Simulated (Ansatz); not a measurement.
Al: relaxation step by step

Recipe of this trial structure of Al: 5-connected net of one element (P4_3, No. 78). The dimensions are guesses.

```
CELL_PARAMETERS angstrom
4.03153 0.00000 0.00000
0.00000 4.03153 0.00000
0.00000 0.00000 8.83079
ATOMIC_POSITIONS crystal
Al 0.08352 0.75503 0.19144
Al 0.91648 0.24497 0.69144
Al 0.24497 0.08352 0.94144
Al 0.75503 0.91648 0.44144
Al 0.57926 0.58301 0.87423
Al 0.42074 0.41699 0.37423
Al 0.41699 0.57926 0.62423
Al 0.58301 0.42074 0.12423
```

The calculation used DFT PBE, scalar-relativistic, plane waves, PAW (Ansatz 0.2.0). Cutoff 420 eV, Gaussian smearing, Γ-centred meshes. Cell and atoms relax first on a coarse mesh and then on a finer one. In between, the cell is made exact in the group found at 0.06 Å. In metals the finer mesh still leaves noise of several meV/atom or more. The steps can't lower the symmetry of their start. No spin polarisation.

Steps on the 4×4×2 mesh (8 atoms, 14 steps). The free energy counts from the last step; the plane-wave basis is renewed at times, which shifts energy and pressure.

```
step  ΔF (meV/atom)  V (Å³/atom)  P (GPa)  largest force component (eV/Å)
   1          649.7        17.94    16.31                           1.484
   2          425.0        19.43     4.68                           0.941
   3          290.9        19.44     0.00                           0.800
   4          209.9        18.92    -1.13                           0.361
   5          159.1        18.78    -2.74                           0.456
   6          102.2        18.51    -4.33                           0.316
   7           41.6        17.77    -4.49                           0.201
   8            2.6        16.84    -1.35                           0.073
   9           32.3        16.07     3.61                           0.336
  10            4.4        16.39     0.89                           0.101
  11            0.2        16.56    -0.18                           0.023
  12            0.1        16.45     0.17                           0.028
  13           -0.3        16.51    -0.03                           0.005
  14            0.0        16.51    -0.05                           0.005
```

The relaxed structure, after a last relaxation on the converged mesh:

Space group Fm-3m (No. 225). a = 4.041 Å, b = 4.041 Å, c = 4.041 Å, α = 90.00°, β = 90.00°, γ = 90.00°
```
atom  site  symmetry       x       y       z
  Al    4b      m-3m  0.5000  0.0000  0.0000
```

The symmetry goes from P4_3 (No. 78) to Fm-3m (No. 225), and the primitive cell from 8 to 1 atom. The end has the fcc type. The volume per atom shrinks by 8.0 %, from 17.9 to 16.5 Å³. The shortest distance goes from 2.30 Å (Al–Al) to 2.86 Å (Al–Al). The energy falls by about 0.66 eV/atom (the start's value is from the coarse mesh). The end is written in a standard setting, so origin, axes and order of atoms can differ from the start's. Al is surrounded by 12 Al at 2.86 Å.

```json
{
 "Volume per atom": "16.50 Å³",
 "Density": "2.72 g/cm³",
 "Energy over the standard state": "0.00 eV/atom",
 "Gap on the 28×28×28 mesh of the 1-atom cell": "0 eV (a metal)"
}
```

Energies count from the standard state of Al at the same level.

The last run used Gaussian smearing of 0.10 eV. For metals, differences of a few meV/atom aren't resolved. A later test with randomly moved atoms came back to the same energy, though modes that don't fit the test's cell weren't probed. In all, the 3 runs took 110 s on 1 thread of Arm Neoverse V1, with other jobs on the host.
